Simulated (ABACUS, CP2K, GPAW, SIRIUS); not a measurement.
# ZnSe: equilibrium volume by level of theory

**What was measured.** The equilibrium volume of ZnSe (Stilleite) (F-43m) is reported as 22.77 Å³/atom at 300 K (a printed reference work). The runs below try to reproduce it.

Symmetry: F-43m, No. 216, cubic system. Conventional cell: a = 5.668 Å, b = 5.668 Å, c = 5.668 Å, α = 90.00°, β = 90.00°, γ = 90.00°. Se (site symmetry -43m) has 4 Zn at 2.45 Å as nearest neighbours. Around Zn (site symmetry -43m) lie 4 Se at 2.45 Å.

| rung | level | program and potentials | cutoff (eV) | k mesh | smearing | core time | chip | equilibrium volume (Å³/atom) | miss | notes |
| --- | --- | --- | --- | --- | --- | --- | --- | --- | --- | --- |
| GGA | PW91 | GPAW, PAW data sets generated for this functional | 600 | 7 × 7 × 7 | fermi-dirac 0.05 | 61 s | Intel Xeon Platinum 8488C Sapphire Rapids | 23.42 | +2.9 % | - |
| GGA + dispersion | revPBE+D3(BJ) | GPAW, the program's PAW data sets (release 1.2.1) made for this functional | 600 | 7 × 7 × 7 | fermi-dirac 0.05 | 65 s | Intel Xeon Platinum 8488C Sapphire Rapids | 22.33 | -1.9 % | - |
| GGA + dispersion | revPBE+D4 | GPAW, the program's PAW data sets (release 1.2.1) made for this functional | 600 | 7 × 7 × 7 | fermi-dirac 0.05 | 65 s | Intel Xeon Platinum 8488C Sapphire Rapids | 22.52 | -1.1 % | - |
| GGA + dispersion | RPBE+D3(zero damping) | GPAW, the program's PAW data sets (release 1.2.1) made for this functional | 600 | 7 × 7 × 7 | fermi-dirac 0.05 | 74 s | Intel Xeon Platinum 8488C Sapphire Rapids | 22.93 | +0.7 % | - |
| GGA | PBE | SIRIUS, all-electron FP-LAPW, apw+lo standard | - | 8 × 8 × 8 | fermi-dirac 0.05 | 7 min | Arm Neoverse V1 | 23.54 | +3.4 % | - |
| GGA | PBEsol | ABACUS, PseudoDojo NC SR 0.4.1 PBEsol standard, plane waves | 1184 | 8 × 8 × 8 | fermi-dirac 0.05 | 8.4 min | AMD EPYC 7R43 Zen 3 | 22.33 | -1.9 % | - |
| GGA | PBEsol | CP2K, POTENTIAL_UZH Se GTH-PBE-q6, Zn GTH-PBE-q12; TZVP-MOLOPT-PBE-GTH basis | - | 8 × 8 × 8 | fermi-dirac 0.1 | 9 min | Intel Xeon Platinum 8259CL Skylake/Cascade Lake | 22.74 | -0.1 % | atomic basis; potentials made for PBE |

Times are single runs on shared hosts and different chips, so they are rough; meshes, cutoffs and the tasks' sizes weigh on the time. Task: equation of state. All rows: no spin polarisation. Smearing widths are in eV. Meshes differ between rows, which moves values too. Meshes are those of the run's cell of 2 atoms unless a note names another. Misses use the values as printed. Runs on faulty files, with rough fits or with known faults for this quantity aren't shown. No row holds spin-orbit coupling.

By rung: GGA 22.33 to 23.54; GGA + dispersion 22.33 to 22.93; GGA in atomic bases 22.74 (Å³/atom). Measured: 22.77 Å³/atom at 300 K (a printed reference work). Closest, coarse meshes and atomic bases left aside, is RPBE+D3(zero damping) (+0.7 %), and PBE misses by +3.4 % on plain settings. The runs are for a static lattice, while measurements hold temperature and zero-point motion.
